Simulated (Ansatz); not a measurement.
# Hf started on a C site in diamond, 64 atoms, charge −1

Theory: DFT, PBEsol, PAW, plane waves in Ansatz 0.2.0.

Command (of this form; memory limits and the device number are left out):

```sh
ansatz run in.yaml --threads 8 --pin off --runs-dir r --events-out ev --progress --plain --backend cuda
```

The input less its lattice and atoms (starting moments on atoms near the defect: 1 μB in all):

```yaml
crystal:
  symmetry: { detect: false }
kpoints:
  mp_grid: { grid: [1, 1, 1], shift: [0.25, 0.25, 0.25] }
hamiltonian:
  xc: pbesol
total_charge: -1
magnetization:
  spin_polarized: true
scf:
  occupations: { method: fermi_dirac, width: 0.01 }
relax:
  f_tol: 0.03
  max_steps: 80
  escape_saddle: false
  adjacent_minimum: "off"
output:
  forces: true
  eigenvalues: true
  populations: true
  charged_corrections: { epsilon: 5.7 }
```

Start:

```xyz
64
Lattice="7.1076 0.0000 0.0000 0.0000 7.1076 0.0000 0.0000 0.0000 7.1076" Properties=species:S:1:pos:R:3 pbc="T T T"
C     7.0991    0.0463    7.0912
C     7.0973    7.1000    3.5561
C     0.0194    3.5420    7.1067
C     7.1025    3.5314    3.5328
C     3.5631    0.0018    0.0437
C     3.5301    7.1031    3.5307
C     3.5771    3.5673    7.1033
C     0.8990    0.8685    0.8463
C     0.8674    0.8787    4.4598
C     0.9231    4.4487    0.8759
C     0.8815    4.4333    4.4072
C     4.4462    0.8873    0.8873
C     4.4499    0.8832    4.4267
C     4.4440    4.4053    0.8964
C     4.4308    4.4910    4.4113
C     1.7678    1.8029    0.0124
C     1.7842    1.8335    3.5230
C     1.7878    5.3298    0.0163
C     1.8014    5.3446    3.5482
C     5.3334    1.8144    0.0110
C     5.3581    1.8048    3.5750
C     5.3429    5.3105    0.0091
C     5.3673    5.3317    3.5609
C     2.6579    2.6669    0.8887
C     2.6834    2.6644    4.4401
C     2.6699    6.2142    0.8675
C     2.6245    6.2552    4.4331
C     6.2107    2.6254    0.9094
C     6.2117    2.6792    4.4190
C     6.2021    6.2462    0.8573
C     6.1986    6.2124    4.4995
C     1.7466    7.0767    1.8031
C     1.7895    0.0059    5.3361
C     1.8061    3.5426    1.7952
C     1.7778    3.5534    5.2897
C     5.3430    0.0128    1.7604
C     5.3727    0.0092    5.2911
C     5.3674    3.5535    1.7451
C     5.3291    3.5191    5.3451
C     2.6669    0.8912    2.6529
C     2.6584    0.8962    6.2087
C     2.6728    4.4472    2.6870
C     2.6439    4.4427    6.2322
C     6.2157    0.8671    2.6916
C     6.2217    0.8702    6.2449
C     6.2474    4.4409    2.6719
C     6.2117    4.4328    6.2199
C     7.0817    1.7644    1.7810
C     0.0206    1.7722    5.2623
C     7.0770    5.3554    1.8073
C     0.0020    5.3087    5.3080
C     3.5289    1.7892    1.7610
C     3.5412    1.7507    5.3657
C     3.5709    5.3321    1.8012
C     3.5708    5.3055    5.2822
C     0.8883    2.6682    2.6310
C     0.9012    2.6891    6.1973
C     0.8692    6.2066    2.6525
C     0.8842    6.2032    6.1990
C     4.4621    2.6375    2.6675
C     4.4531    2.6798    6.1875
C     4.4288    6.1791    2.6585
C     4.4463    6.1910    6.2234
Hf    3.5790    3.5435    3.5737
```

Steps:

```csv
step,energy less the first (eV),largest force component (eV/Å)
start,0.000,17.522
1,-16.145,7.492
2,-20.362,2.014
3,-20.706,0.351
4,-20.715,0.059
5,-20.716,0.030
```

A structure on the way, about -20.36 eV from the start:

```
C Hf
1.0
     7.10761    0.00000    0.00000
     0.00000    7.10761    0.00000
     0.00000    0.00000    7.10761
C Hf
63 1
Direct
  0.00000 0.99989 0.99927
  0.00076 0.99952 0.50003
  0.99977 0.49970 0.99901
  0.00042 0.49979 0.49892
  0.50014 0.99947 0.99993
  0.50056 0.99952 0.49963
  0.49984 0.50003 0.99952
  0.12553 0.12482 0.12496
  0.12337 0.12256 0.62342
  0.12112 0.62467 0.12021
  0.12522 0.62471 0.62439
  0.62463 0.12093 0.12060
  0.62474 0.12449 0.62426
  0.62509 0.62488 0.12384
  0.64869 0.64721 0.64894
  0.24955 0.24951 0.00094
  0.24799 0.24728 0.50248
  0.24925 0.75090 0.99840
  0.24522 0.75475 0.49795
  0.75087 0.24889 0.99779
  0.75580 0.24427 0.49728
  0.75004 0.75029 0.00062
  0.75404 0.75255 0.50224
  0.37574 0.37567 0.12399
  0.35250 0.35290 0.65209
  0.37613 0.87848 0.12107
  0.37588 0.87536 0.62464
  0.87921 0.37554 0.12058
  0.87550 0.37527 0.62446
  0.87467 0.87492 0.12464
  0.87807 0.87722 0.62367
  0.25003 0.00114 0.24938
  0.24987 0.99928 0.74973
  0.24413 0.50343 0.24308
  0.24524 0.49771 0.75535
  0.75048 0.99861 0.24896
  0.75022 0.99983 0.74941
  0.75567 0.49724 0.24342
  0.75461 0.50283 0.75561
  0.37719 0.12561 0.37495
  0.37615 0.12176 0.87878
  0.34797 0.65172 0.34937
  0.37503 0.62575 0.87541
  0.87954 0.12056 0.37603
  0.87502 0.12484 0.87361
  0.87516 0.62420 0.37481
  0.87786 0.62427 0.87816
  0.00183 0.24871 0.24893
  0.99938 0.24951 0.74977
  0.99882 0.75055 0.24854
  0.00097 0.74959 0.74993
  0.50397 0.24427 0.24284
  0.49793 0.24522 0.75561
  0.49792 0.75426 0.24453
  0.50262 0.75512 0.75551
  0.12636 0.37582 0.37474
  0.12155 0.37591 0.87845
  0.12184 0.87862 0.37601
  0.12520 0.87510 0.87418
  0.65461 0.34733 0.34725
  0.62530 0.37505 0.87537
  0.62463 0.87409 0.37550
  0.62397 0.87812 0.87799
  0.50076 0.49751 0.49306
```

End:

```xyz
64
Lattice="7.1076 0.0000 0.0000 0.0000 7.1076 0.0000 0.0000 0.0000 7.1076" Properties=species:S:1:pos:R:3 pbc="T T T"
C     0.0019    7.1056    7.1051
C     0.0018    7.1060    3.5505
C     7.1051    3.5519    7.0994
C     0.0015    3.5523    3.5530
C     3.5557    7.1020    7.0998
C     3.5563    7.1049    3.5529
C     3.5561    3.5519    7.1052
C     0.8969    0.8930    0.8914
C     0.8728    0.8694    4.4334
C     0.8548    4.4397    0.8476
C     0.8920    4.4376    4.4382
C     4.4435    0.8527    0.8492
C     4.4417    0.8885    4.4382
C     4.4428    4.4385    0.8823
C     4.6202    4.6149    4.6371
C     1.7766    1.7728    0.0084
C     1.7534    1.7497    3.5783
C     1.7716    5.3343    7.0956
C     1.7354    5.3697    3.5333
C     5.3382    1.7680    7.0962
C     5.3735    1.7328    3.5339
C     5.3331    5.3289    0.0053
C     5.3604    5.3552    3.5787
C     2.6744    2.6708    0.8801
C     2.4843    2.4792    4.6750
C     2.6738    6.2540    0.8524
C     2.6722    6.2206    4.4399
C     6.2581    2.6697    0.8526
C     6.2254    2.6679    4.4408
C     6.2198    6.2162    0.8884
C     6.2436    6.2393    4.4332
C     1.7773    0.0097    1.7714
C     1.7769    7.0997    5.3292
C     1.7256    3.5892    1.7174
C     1.7401    3.5347    5.3774
C     5.3355    7.0948    1.7685
C     5.3320    0.0011    5.3288
C     5.3796    3.5272    1.7266
C     5.3692    3.5749    5.3747
C     2.6827    0.8911    2.6706
C     2.6763    0.8590    6.2516
C     2.4327    4.6837    2.4333
C     2.6677    4.4457    6.2292
C     6.2548    0.8596    2.6722
C     6.2224    0.8880    6.2138
C     6.2235    4.4369    2.6689
C     6.2444    4.4346    6.2436
C     0.0138    1.7736    1.7715
C     7.1038    1.7732    5.3294
C     7.0983    5.3319    1.7683
C     0.0052    5.3280    5.3289
C     3.5925    1.7245    1.7203
C     3.5394    1.7364    5.3768
C     3.5313    5.3751    1.7255
C     3.5797    5.3637    5.3746
C     0.8944    2.6789    2.6701
C     0.8624    2.6721    6.2520
C     0.8626    6.2512    2.6721
C     0.8919    6.2185    6.2135
C     4.6846    2.4342    2.4398
C     4.4500    2.6635    6.2291
C     4.4403    6.2187    2.6692
C     4.4383    6.2404    6.2439
Hf    3.5268    3.5327    3.4651
```

The calculation finished and met its thresholds.

Time: 13 s of wall time on one NVIDIA GB300 with 8 processor threads, on a host shared with other runs; peak host memory 1.7 GiB.

**Question.** How much energy did the relaxation gain, and which atom moved most?

**Answer.** 20.72 eV in 5 steps, from a start with small random displacements; atom 42 (C) moved 0.42 Å, the median atom 0.05 Å (drift of the whole cell removed).

The moment started at 1 μB and ended at 1.0 μB; no other spin state is shown. The one k point has no symmetry partners, which can distort the end along one axis.
